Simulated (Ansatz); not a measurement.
Reaction (hydrogen abstraction from a C–H bond): acetic acid + `F[C](F)F`• → `[CH2]C(=O)O`• + trifluoromethane

Calculated with Ansatz (gas phase, PBE0-D4/def2-TZVP geometries, no zero-point term in ΔE). CCSD(T)/CBS adds triple-zeta CCSD(T) − MP2 to the extrapolated MP2 energy (def2 sets, frozen cores). This one scheme is used for every species. DFT in def2-TZVPP. HSE06 is defined as in plane-wave codes. Open shells (•) are unrestricted, without spin–orbit coupling. Each species was taken in one conformer, which may not be the lowest.

`CC(=O)O`:

```xyz
8

C     0.143   -0.173    0.934
C    -0.302   -0.089   -0.491
O    -1.228   -0.678   -0.976
O     0.475    0.748   -1.205
H     1.178   -0.519    0.978
H     0.113    0.819    1.388
H    -0.504   -0.854    1.479
H     0.124    0.745   -2.107
```

`F[C](F)F`•:

Cartesian coordinates in Å:
```
F 0.832 0.803 0.491
C 0.179 -0.234 0.022
F -0.117 -0.080 -1.248
F -0.893 -0.489 0.735
```

`[CH2]C(=O)O`•:

Z-matrix (Å, degrees):
```
C
C 1 1.441
H 1 1.080 2 118.0
H 1 1.081 2 121.1 3 180.0
O 2 1.211 1 124.6 3 0.0
O 2 1.350 1 112.9 3 -180.0
H 6 0.967 2 106.3 1 -180.0
```

`FC(F)F`:

Z-matrix (Å, degrees):
```
C
F 1 1.331
F 1 1.331 2 108.5
F 1 1.331 2 108.5 3 -117.7
H 1 1.093 2 110.4 3 121.1
```

```tsv
level	ΔE (kJ/mol)
BLYP-D4	-27.2
PBE	-22.6
HSE06	-26.0
HF/def2-SVP	-40.3
```

Question: What does CCSD(T)/CBS give? (An estimate is asked.)

Answer: Computed: -32.7 kJ/mol. The listed levels differ from it by 5.5, 10.1, 6.7, -7.6 kJ/mol.

Question: What do rigid-rotor, harmonic-oscillator terms from PBE0-D4/def2-TZVP frequencies (298.15 K, 1 bar) make of the CCSD(T)/CBS value? (Best estimate.)

Answer: Computed: ΔZPE = -0.9 kJ/mol, ΔH = -34.4 kJ/mol, ΔS = -11 J/(mol·K), ΔG = -31.2 kJ/mol. Open shells count their whole term as degenerate.

Largest T1 diagnostic among the species: 0.019.

At CCSD(T), def2-SVP lies +7.1 kJ/mol from the extrapolated value and def2-TZVPP +0.5 kJ/mol. In def2-TZVPP, CCSD(T) changes the Hartree–Fock value by +5.9 kJ/mol (the triples alone add +2.2 kJ/mol) and MP2 by +16.6 kJ/mol. From BLYP to BHLYP (50 % exact exchange), in def2-TZVPP and without D4, ΔE moves by −7.3 kJ/mol.

CCSD(T)/CBS has its own doubt, a few kJ/mol and more with outer-core shells, so smaller differences from it don't rank the levels.
